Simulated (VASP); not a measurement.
Crystal: AgI.

```
Ag I
1.0
     4.65087    0.00000    0.00000
    -2.32544    4.02777    0.00000
     0.00000    0.00000    7.59930
Ag I
2 2
Direct
  0.33333 0.66667 0.00000
  0.66667 0.33333 0.50000
  0.33333 0.66667 0.37500
  0.66667 0.33333 0.87500
```

The cell was built by a generator and needn't be a form met in nature.

Base run:

```yaml
Program: VASP 6.6.1
Functional: r2SCAN
Potentials_or_basis: VASP PAW PBE potentials, release 64 (Ag, I)
Cutoff: 520 eV
k_mesh: 6 × 6 × 2
Occupations: gaussian, width 0.01 eV
Spin: no spin polarisation
```

Its results: band gap on the k mesh 1.83 eV, direct; pressure -0.1 GPa.

The run is repeated on the same cell with these changes: functional from r2SCAN to PBEsol. What comes out?

Band gap on the k mesh 1.24 eV, direct; pressure -1.8 GPa.

r2SCAN gives the wider gap, since meta-GGAs in the generalised Kohn-Sham scheme recover part of the derivative discontinuity.

Caveats: the PAW data sets were made with another functional, which shifts forces and pressure a little; spin-orbit coupling is left out, which moves the levels of the heavy elements.

